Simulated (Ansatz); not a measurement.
Mn3Si in Ansatz: the effect of functional

The system is Mn3Si.

```
Mn Si
1.0
     0.00000    2.86100    2.86100
     2.86100    0.00000    2.86100
     2.86100    2.86100    0.00000
Mn Si
3 1
Direct
  0.75000 0.75000 0.75000
  0.25000 0.25000 0.25000
  0.50000 0.50000 0.50000
  0.00000 0.00000 0.00000
```

Alike in all runs:

```yaml
Program: Ansatz 0.2.0
Task: projected density of states
Potentials_or_basis: Ansatz PAW
k_mesh: 5 × 5 × 5
Occupations: fermi-dirac, width 0.05 eV
Spin: collinear spin, ferromagnetic start
Starting_moments: "[4.0, 4.0, 4.0, 0.0] μB"
```

| functional | cutoff | pressure (GPa) | moment (μB) |
| --- | --- | --- | --- |
| LDA | 420 eV (not typed: the program's choice for these potentials) | -23.3 | 1.06 |
| PBEsol | 420 eV (not typed: the program's choice for these potentials) | -16.0 | 1.04 |
| r2SCAN | 500 eV (not typed: the program's choice for these potentials) | ? | ? |
| HSE06 | 420 eV (not typed: the program's choice for these potentials) | 18.5 | 7.18 |
| PBE0 | 420 eV (not typed: the program's choice for these potentials) | -13.7 | 3.00 |
| r2SCAN0 | 500 eV (not typed: the program's choice for these potentials) | 23.8 | 7.10 |

Task: What does the run with functional r2SCAN give?

Result: Pressure -10.0 GPa; moment 3.31 μB.

Caveats: all runs use coarse meshes; the PAW data sets come from PBE, with cores solved anew for the run's functional, which leaves a small shift of forces and pressure; the density of states is complete only up to the lowest level of the last band computed; the magnetic or orbital state may not be the lowest (some runs); the starting moments weren't kept (some runs); the thresholds are loose for stress (some runs).
